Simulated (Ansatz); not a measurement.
A run of Ansatz 0.2.0:

The input input.yaml:

```yaml
crystal:
  lattice:
    - [2.0, 1.1547005384, 8.44]
    - [-2.0, 1.1547005384, 8.44]
    - [0.0, -2.3094010768, 8.44]
  atoms:
    - { symbol: In, position: [0.8886, 0.8886, 0.8886], spin: 0.5 }
    - { symbol: In, position: [0.0, 0.0, 0.0], spin: -0.5 }
    - { symbol: Se, position: [0.1719, 0.1719, 0.1719] }
    - { symbol: Se, position: [0.3835, 0.3835, 0.3835] }
kpoints:
  mp_grid: { grid: [8, 8, 8] }
  band_path:
    path:
      - [0.0, 0.0, 0.0]
      - [0.5, 0.0, 0.0]
      - [0.5, 0.1791451724, -0.1791451724]
    npoints: 8
scf:
  occupations: { method: fermi_dirac, width: 0.15 }
hamiltonian:
  xc: pbe
  dispersion: d4
  pseudopotentials: { kind: all_electron, lapw: { basis_error: 0.002 } }
magnetization:
  spin_polarized: true
output:
  forces: true
  stress: true
  eigenvalues: true
  fatbands: false
  dos: { projected: true, de: 0.1, e_range: [-10, 8] }
  populations: true
```

Potentials or basis: all-electron LAPW, scalar-relativistic.

The run is started by

```console
$ ansatz run input.yaml --threads 2 --pin off --max-ram 6144MiB --backend cpu --events-out ev --progress --plain --runs-dir out
```

Hardware: 2 threads of Intel(R) Xeon(R) Platinum 8259CL CPU @ 2.50GHz (Skylake/Cascade Lake) (shared host).

Task: How long does it take, and how much memory?

Result: Wall time 3.2 min on 2 threads of Intel(R) Xeon(R) Platinum 8259CL CPU @ 2.50GHz (Skylake/Cascade Lake), with other jobs on the host, peak memory 1.1 GiB. Counts: scf iterations 14, plane waves 1065, k points 65, bands 56.
